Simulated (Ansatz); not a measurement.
# BaTiO3: the cost of one run

Method: DFT, PBEsol, plane-wave PAW, default files, scalar-relativistic, frozen cores, in Ansatz 0.2.0.

**1. The system as given**

The structure is cubic, space group Pm-3m (No. 221). Conventional cell: a = 4.006 Å, b = 4.006 Å, c = 4.006 Å, α = 90.00°, β = 90.00°, γ = 90.00°. Ba (site symmetry m-3m) has 12 O at 2.83 Å as nearest neighbours. Ti (site symmetry m-3m) has 6 O at 2.00 Å as nearest neighbours. O (site symmetry 4/mmm) is surrounded by 2 Ti at 2.00 Å and 4 Ba at 2.83 Å.

Coordinates:

```xyz
5
Lattice="4.0060 0.0000 0.0000 0.0000 4.0060 0.0000 0.0000 0.0000 4.0060" Properties=species:S:1:pos:R:3 pbc="T T T"
Ba    2.0030    2.0030    2.0030
Ti    0.0000    0.0000    0.0000
O     2.0030    0.0000    0.0000
O     0.0000    2.0030    0.0000
O     0.0000    0.0000    2.0030
```

The earlier run gave: gap on the mesh 1.81 eV, largest force 0.000 eV/Å, pressure 1.7 GPa.

Site by site (atoms counted from 1):

```tsv
site	atoms	first shell	V_zz (10²¹ V/m²)	η	C_Q (MHz)
Ba	1	12 O at 2.83 Å	0.00	–	0 (¹³⁷Ba)
Ti	2	6 O at 2.00 Å	0.00	–	0 (⁴⁹Ti)
O	3, 4, 5	2 Ti at 2.00 Å, angle 180°; also 4 Ba at 2.83 Å	2.68	0.00	-1.66 (¹⁷O)
```

V_zz is the principal component of the electric field gradient with the largest magnitude, η = (V_xx − V_yy)/V_zz and C_Q = eQV_zz/h. Quadrupole moments are those of Pyykkö's year-2017 table.

**2. Functional PBEsol at the relaxed positions**

input.yaml

```yaml
crystal:
  lattice:
    - [4.006, 0.0, 0.0]
    - [0.0, 4.006, 0.0]
    - [0.0, 0.0, 4.006]
  atoms:
    - { symbol: Ba, position: [0.5, 0.5, 0.5] }
    - { symbol: Ti, position: [0.0, 0.0, 0.0] }
    - { symbol: O, position: [0.5, 0.0, 0.0] }
    - { symbol: O, position: [0.0, 0.5, 0.0] }
    - { symbol: O, position: [0.0, 0.0, 0.5] }
kpoints:
  mp_grid: { grid: [8, 8, 8] }
scf:
  occupations: { method: fermi_dirac, width: 0.02 }
hamiltonian:
  xc: pbesol
  pseudopotentials: { kind: paw, frozen_core: stored }
output:
  forces: true
  stress: true
  populations: true
  efg: { quadrupole_moments_barn: { Ba: 0.236, Ti: 0.247, O: -0.02558 } }
```

Started as:

```bash
> ansatz run input.yaml --threads 1 --pin off --max-ram 3072MiB --backend cpu --events-out ev --progress --plain --runs-dir out
```

**Question.** How long does this run take on 1 thread of Intel Xeon at 2.50GHz (Skylake/Cascade Lake), shared host, and how much memory does it need?

About 9.4 s, with a peak of 0.4 GiB.
